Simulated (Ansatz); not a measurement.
## TePb: band structure with PBEsol

**Experimental background.**

A printed reference work, monograph reports, for a bulk crystal of TePb at 4.2 K: band gap 0.19 eV (direct).

The system is TePb.

```
Pb Te
1.0
     0.00000    3.23100    3.23100
     3.23100    0.00000    3.23100
     3.23100    3.23100    0.00000
Pb Te
1 1
Direct
  0.00000 0.00000 0.00000
  0.50000 0.50000 0.50000
```

```
Program                             : Ansatz 0.2.0
Task                                : band structure
Functional                          : PBEsol
Potentials or basis                 : Ansatz PAW
Cutoff                              : 420 eV (not typed: the program's choice for these potentials)
k mesh                              : 5 × 5 × 5
Occupations                         : fermi-dirac, width 0.05 eV
Spin                                : spin-orbit coupling, no magnetisation
Path                                : [["G", "X", "W", "K", "G", "L", "U", "W", "L", "K"], ["U", "X"]]
Points for each segment of the path : 14
```

| Property | Result |
| --- | --- |
| Pressure | -0.7 GPa |
| Band gap along the path | 0.14 eV, direct |

Levels at the corners of the path, in eV from the Fermi level:
```
point  band 26  band 27  band 28  band 29  band 30  band 31  band 32  band 33  band 34  band 35
    Γ    -2.27    -1.14    -1.14    -1.14    -1.14     2.44     2.44     4.57     4.57     4.57
    X    -4.70    -3.35    -3.35    -2.63    -2.63     3.12     3.12     4.37     4.37     6.00
    W    -4.04    -3.96    -3.96    -0.49    -0.49     1.35     1.35     4.99     4.99     5.10
    K    -4.33    -2.72    -2.72    -2.03    -2.03     2.90     2.90     3.92     3.92     4.98
    Γ    -2.27    -1.14    -1.14    -1.14    -1.14     2.44     2.44     4.57     4.57     4.57
    L    -1.39    -0.78    -0.78    -0.17    -0.17    -0.03    -0.03     1.12     1.12     1.64
    U    -4.33    -2.72    -2.72    -2.03    -2.03     2.90     2.90     3.92     3.92     4.98
    W    -4.04    -3.96    -3.96    -0.49    -0.49     1.35     1.35     4.99     4.99     5.10
    L    -1.39    -0.78    -0.78    -0.17    -0.17    -0.03    -0.03     1.12     1.12     1.64
    K    -4.33    -2.72    -2.72    -2.03    -2.03     2.90     2.90     3.92     3.92     4.98
    U    -4.33    -2.72    -2.72    -2.03    -2.03     2.90     2.90     3.92     3.92     4.98
    X    -4.70    -3.35    -3.35    -2.63    -2.63     3.12     3.12     4.37     4.37     6.00
```

It took 43 s on 2 threads of Arm Neoverse V1 (shared host), peak memory 0.65 GiB.

Measured gap of TePb: 0.19 eV (direct; 4.2 K; a printed reference work, monograph). This calculation gives 0.14 eV (-0.05 eV). The value is that of PBEsol, without temperature or zero-point motion. Semilocal functionals fall short of measured gaps as a rule.

Caveat: this odd mesh misses L, where the gap lies, so gap, dielectric constants and Born charges aren't listed; the PAW data sets come from PBE, with cores solved anew for the run's functional, which leaves a small shift of forces and pressure.
